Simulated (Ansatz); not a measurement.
Runs of Ansatz 0.2.0 on TiO2. It takes space group P2_1/c (No. 14, monoclinic). Conventional cell: a = 4.813 Å, b = 4.872 Å, c = 5.041 Å, α = 90.00°, β = 99.86°, γ = 90.00°. Ti (site symmetry 1) has 6 O at 1.88 to 2.12 Å as nearest neighbours. O (site symmetry 1) has 3 Ti at 1.88 to 2.03 Å as nearest neighbours. Around O (site symmetry 1) lie 4 Ti at 2.00 to 2.20 Å. The cell comes from a database or a generator and needn't be the stable form of this composition.

```tsv
task	level	U	cell	k mesh	cutoff (eV)	hubbard projectors	double counting	gap on the mesh (eV)	pressure (GPa)	relaxed volume (Å³/atom)	largest force (eV/Å)
relaxation of cell and atoms	PBEsol+U	Ti d U = 3 eV	relaxed	6 × 6 × 6	420	ortho-atomic (the default)	fll (the default)	(a)	0.0	9.65	-
single point	PBE	-	as given	8 × 8 × 8	420	-	-	2.30	4.1	-	0.12
single point	PBE	-	as given	6 × 6 × 6	250	-	-	2.23	-4.4	-	(b)
relaxation of cell and atoms	PBE	-	relaxed	6 × 6 × 6	420	-	-	2.37	0.0	9.96	-
relaxation of cell and atoms	r2SCAN	-	relaxed	6 × 6 × 6	500	-	-	2.70	0.0	9.67	-
```

Alike in all rows: potentials or basis Ansatz PAW; no spin polarisation; smearing fermi-dirac 0.05 eV.

Task: Estimate the missing entries.

Result: (a) 2.51; (b) 0.58.

Caveats: the plane-wave basis is chosen anew once the cell has moved, so the energies of steps on either side of that aren't comparable (some runs); the PAW data sets come from PBE, with cores solved anew for the run's functional, which leaves a small shift of forces and pressure (some runs); the pressure holds a Pulay correction of +114.9 GPa for the finite cutoff (some runs); the cutoff lies under the one recommended for these potentials (some runs).

A k mesh can miss the band edges.
